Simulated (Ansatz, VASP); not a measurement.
# One calculation of KF, two programs

POSCAR

```
KF
1.0
    3.2907669295      0.0000000000      0.0000000000
    0.0000000000      3.1788706815      0.0000000000
    0.0000000000      0.0000000000      3.1788706815
K F
1 1
Direct
    0.0000000000      0.0000000000      0.0000000000
    0.5000000000      0.5000000000      0.5000000000
```

INCAR.step1

```
SYSTEM = KF
PREC     = Accurate       ! precision mode
ENCUT    = 520            ! plane-wave cutoff, eV
ISMEAR   = 0              ! smearing method
SIGMA    = 0.01           ! smearing width, eV
LREAL    = .False.        ! projectors in reciprocal space
LASPH    = .True.         ! aspherical terms in the spheres
NELM     = 80             ! most SCF steps
NBANDS   = 15             ! bands
GGA      = PE             ! functional
ALGO     = Normal         ! electronic algorithm
EDIFF    = 1E-4           ! SCF threshold, eV
LWAVE    = .True.         ! write WAVECAR
LCHARG   = .False.        ! write CHGCAR
```

File INCAR.step2:

```
SYSTEM = KF
PREC     = Accurate       ! precision mode
ENCUT    = 520            ! plane-wave cutoff, eV
EDIFF    = 1E-6           ! SCF threshold, eV
ISMEAR   = 0              ! smearing method
SIGMA    = 0.01           ! smearing width, eV
LREAL    = .False.        ! projectors in reciprocal space
LASPH    = .True.         ! aspherical terms in the spheres
NELM     = 80             ! most SCF steps
ALGO     = Normal         ! electronic algorithm
ISIF     = 2              ! what is computed and relaxed
LWAVE    = .False.        ! write WAVECAR
LCHARG   = .False.        ! write CHGCAR
METAGGA  = R2SCAN         ! meta-GGA
LMIXTAU  = .True.       
NBANDS   = 15             ! bands
ISTART   = 1
```

KPOINTS

```
Automatic mesh
0
Gamma
  8 8 8
  0 0 0
```

Input for Ansatz:

```yaml
crystal:
  lattice:
    - [3.2907669295, 0.0, 0.0]
    - [0.0, 3.1788706815, 0.0]
    - [0.0, 0.0, 3.1788706815]
  atoms:
    - { symbol: K, position: [0.0, 0.0, 0.0] }
    - { symbol: F, position: [0.5, 0.5, 0.5] }
kpoints:
  mp_grid: { grid: [8, 8, 8] }
  band_path:
    path: [[0.0, 0.0, 0.0], [0.0, 0.5, 0.0], [0.5, 0.5, 0.0], [0.5, 0.5, 0.5]]
    npoints: 1
hamiltonian:
  xc: r2scan
scf:
  occupations: { method: fixed }
  n_extra_bands: 4
output:
  forces: true
  stress: true
  eigenvalues: true
```

Change from the starting cell: uniaxial_x strain +3.5%.

Alike in both runs: task single point; functional r2SCAN; k mesh 8 × 8 × 8; no spin polarisation.

|  | VASP | Ansatz |
| --- | --- | --- |
| version | VASP 6.6.1 | Ansatz 0.2.0 |
| potentials or method | VASP PAW PBE potentials, release 64 (K_sv, F) | plane waves, PAW |
| plane-wave cutoff (eV) | 520 | 500 |
| occupations | gaussian, width 0.01 eV | fixed |
| valence electrons in the cell | 16 | 16 |

Ansatz gave:

```
gap on the k mesh at the Fermi level (eV)       : 7.40
pressure (GPa)                                  : -1.3
largest component of the traceless stress (GPa) : 2.07
```

**Question.** What did VASP give for the same quantities?

**Answer.** gap on the k mesh at the Fermi level (eV): 7.40; pressure (GPa): -1.4; largest component of the traceless stress (GPa): 2.07.

Caveats: the PAW data sets were made with another functional, which shifts forces and pressure a little (VASP). A k mesh can miss the band edges.
